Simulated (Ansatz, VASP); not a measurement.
# Ga: VASP beside Ansatz

```
Ga
1.0
     2.71648    0.00000    0.00000
     0.00000    2.71648    0.00000
     0.00000    0.00000    2.71648
Ga
1
Direct
  0.00000 0.00000 0.00000
```

The cell was built by a generator and needn't be a form met in nature.

Alike in both runs: functional PBEsol; k mesh 10 × 10 × 10; occupations fermi-dirac, width 0.05 eV; no spin polarisation.

|  | VASP | Ansatz |
| --- | --- | --- |
| version | VASP 6.6.1 | Ansatz 0.2.0 |
| potentials or method | VASP PAW PBE potentials, release 64 (Ga_d) | Ansatz PAW |
| plane-wave cutoff (eV) | 520 | 420 |
| valence electrons in the cell | 13 | 13 |
| task | single point | band structure |

|  | VASP | Ansatz | Ansatz less VASP |
| --- | --- | --- | --- |
| gap on the k mesh at the Fermi level (eV) | none | none | - |
| pressure (GPa) | -3.0 | -3.1 | -0.03 |

A gap of «none» marks a metal or a gap that the smearing closes.

Caveats: the PAW data sets were made with another functional, which shifts forces and pressure a little (VASP); the PAW data sets come from PBE, with cores solved anew for the run's functional, which leaves a small shift of forces and pressure (Ansatz).
